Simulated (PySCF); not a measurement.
Computed NMR parameters against published values

Cartesian coordinates in Å; atom numbers follow the order of the lines, from 1:
```xyz
15

C     1.9146    0.7988   -0.2610
C     0.4143    0.6463   -0.4418
C    -0.0849   -0.7460   -0.0888
C    -1.5717   -0.9393   -0.3169
O    -2.3792   -0.1297    0.5144
H     2.2057    0.6051    0.7748
H     2.4589    0.0921   -0.8934
H     2.2512    1.8052   -0.5192
H    -0.0947    1.3894    0.1833
H     0.1431    0.8745   -1.4799
H     0.4542   -1.4872   -0.6914
H     0.1441   -0.9651    0.9601
H    -1.8538   -1.9690   -0.0865
H    -1.8107   -0.7660   -1.3768
H    -2.2355    0.7881    0.2727
```

The experiment to reproduce: δ $^{17}$O O5 2.8 ppm (measured; liquid, neat, 295 K; 17O NMR survey of organic solvents and oxofluorinated compounds, PMC5915748).
δ $^{1}$H H13/H14 3.64; H11/H12 1.56; H9/H10 1.39; H6/H7/H8 0.94 ppm (measured; solution, not stated per compound (mostly CDCl3 or CCl4); Pretsch, Buehlmann, Badertscher, Structure Determination of Organic Compounds, 4th ed. (2009)).
δ $^{17}$O O5 -4.0 ppm (measured; liquid, neat; K. Matsuzaki, S. Hayashi, W. Nakanishi, RSC Adv. 2024, ESI (observed values from its refs S1-S5)).

PySCF calculation with shielding tensors at B97-2/pcSseg-2 (GIAO) and geometry from PBE0-D3(BJ)/def2-TZVP; gas phase, single conformer, fast rotation and ring inversion assumed for equivalent nuclei, relativity neglected.

Q: Set the calculated values beside the experiment.

A: 
Reference values: measured (liquid, neat, 295 K; 17O NMR survey of organic solvents and oxofluorinated compounds, PMC5915748).
```tsv
atoms	quantity	reference	computed	computed, scaled
O5	δ $^{17}$O vs D2O (external)	2.8	–	-5.2
```

Reference values: measured (solution, not stated per compound (mostly CDCl3 or CCl4); Pretsch, Buehlmann, Badertscher, Structure Determination of Organic Compounds, 4th ed. (2009)).
```json
{"atoms": "H13/H14", "quantity": "δ $^{1}$H", "reference": "3.64", "computed": "3.67", "computed, scaled": "3.59"}
{"atoms": "H11/H12", "quantity": "δ $^{1}$H", "reference": "1.56", "computed": "1.43", "computed, scaled": "1.49"}
{"atoms": "H9/H10", "quantity": "δ $^{1}$H", "reference": "1.39", "computed": "1.29", "computed, scaled": "1.36"}
{"atoms": "H6/H7/H8", "quantity": "δ $^{1}$H", "reference": "0.94", "computed": "1.03", "computed, scaled": "1.11"}
```

Reference values: measured (liquid, neat; K. Matsuzaki, S. Hayashi, W. Nakanishi, RSC Adv. 2024, ESI (observed values from its refs S1-S5)).
```json
{"atoms": "O5", "quantity": "δ $^{17}$O vs H2O", "reference": "-4.0", "computed": "–", "computed, scaled": "-5.2"}
```

Computed shifts are σ(ref) − σ with the named reference compound (TMS for H and C) calculated as an isolated molecule at the same level. The measured values may be among those fitted. Shieldings were converted by linear fits to measured shifts (mostly CDCl3, TMS scale, for H and C): $^{1}$H (scatter 0.14 ppm rms, 0.16 ppm with the 4 outliers that the fit left out); $^{17}$O (scatter 12.8 ppm rms vs liquid water, solution or neat liquid). A few per cent of atoms miss by over 2 rms, more outside the fitted compound classes. H not on carbon is unscaled (vs computed TMS).

Q: How far are the unscaled $^{1}$H shifts from the references?

A: Mean signed difference -0.03 ppm, mean absolute 0.09 ppm over 4 comparisons; the largest is -0.13 ppm at H11/H12 (hydrogen on an sp3 CH2).
